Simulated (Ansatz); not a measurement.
**Li2Se: the band gap up the ladder of functionals**

An exercise on one series of results from a longer session: the logs are not shown, and one member is left open.

Code: Ansatz 0.2.0. PAW datasets, plane waves. Calculated at 0 K for a non-magnetic cell.

### Starting point

The cell was relaxed beforehand with r2SCAN.

The symmetry is Fm-3m (No. 225, cubic); a = 5.987 Å in the conventional setting, 17.88 Å³ an atom. Around Li lie 4 Se at 2.59 Å; around Se lie 8 Li at 2.59 Å.

The structure in full:

Space group Fm-3m (No. 225). a = 5.987 Å, b = 5.987 Å, c = 5.987 Å, α = 90.00°, β = 90.00°, γ = 90.00°
```json
{"atom": "Li", "site": "8c", "symmetry": "-43m", "x": "0.2500", "y": "0.2500", "z": "0.7500"}
{"atom": "Se", "site": "4a", "symmetry": "m-3m", "x": "0.0000", "y": "0.0000", "z": "0.0000"}
```

The first run:

Contents of input.yaml:

```yaml
crystal:
  lattice:
    - [0.0, 2.9935010607, 2.9935010607]
    - [2.9935010607, 0.0, 2.9935010607]
    - [2.9935010607, 2.9935010607, 0.0]
  atoms:
    - { symbol: Li, position: [0.75, 0.75, 0.75] }
    - { symbol: Li, position: [0.25, 0.25, 0.25] }
    - { symbol: Se, position: [0.0, 0.0, 0.0] }
kpoints:
  mp_grid: { grid: [8, 8, 8] }
  band_path:
    path:
      - [[0.0, 0.0, 0.0], [0.5, 0.0, 0.5], [0.625, 0.25, 0.625]]
      - [[0.375, 0.375, 0.75], [0.0, 0.0, 0.0], [0.5, 0.5, 0.5], [0.5, 0.25, 0.75], [0.5, 0.0, 0.5]]
    npoints: 10
hamiltonian:
  xc: pbe
scf:
  occupations: { method: fermi_dirac, width: 0.02 }
  n_extra_bands: 4
output:
  forces: true
  stress: true
  eigenvalues: true
```

Command:

```bash
ansatz run input.yaml --threads 2 --pin off --max-ram 18432MiB --backend cpu --events-out ev --progress --plain --runs-dir out
```

Among the steps run: Band structure with PBE; r2SCAN at the same geometry; Single point with HSE06; PBE+SOC at the same geometry; PBE0 at the same geometry; LDA at the same geometry; One-shot GW from PBE; Quasiparticle levels, G0W0@PBE; DDH-PBE0; HSE06+SOC at the same geometry; r2SCAN0 at the same geometry; Single point with Hartree-Fock.

One of the session's tables, all rows but one given; the rest of the session is left out.

| level | gap (eV) |
| --- | --- |
| PBE | 2.97 |
| r2SCAN | 3.48 |
| HSE06 | 3.82 |
| PBE+SOC | 2.85 |
| PBE0 | 4.48 |
| LDA | 2.81 |
| G0W0@PBE (160 empty bands) | 4.38 |
| G0W0@PBE (397 empty bands) | 4.52 |
| DDH-PBE0 | 4.36 |
| HSE06+SOC | ? |
| r2SCAN0 | 4.78 |
| Hartree-Fock | 9.54 |

Estimate the missing values for HSE06+SOC.

The run gave: gap (eV): 3.68. In the column «gap (eV)» it lies between r2SCAN (3.48) and HSE06 (3.82).

Meshes: PBE 8×8×8, r2SCAN 8×8×8, HSE06 6×6×6, PBE+SOC 8×8×8, PBE0 6×6×6, LDA 8×8×8, DDH-PBE0 6×6×6, HSE06+SOC 4×4×4, r2SCAN0 6×6×6, Hartree-Fock 6×6×6

What this shows: The gap runs from 2.81 eV (LDA) to 9.54 eV (Hartree-Fock). PBE reaches 66 % of the G0W0@PBE value, and r2SCAN 77 %. PBE0 lies 0.67 eV above HSE06, which differs from it by screening the long-range exchange. Hartree-Fock lies above G0W0@PBE by 5.0 eV. G0W0 values are finite-basis, finite-mesh values.

To keep in mind: Warnings in the runs' records: stress scf threshold loose, stress exchange threshold loose.
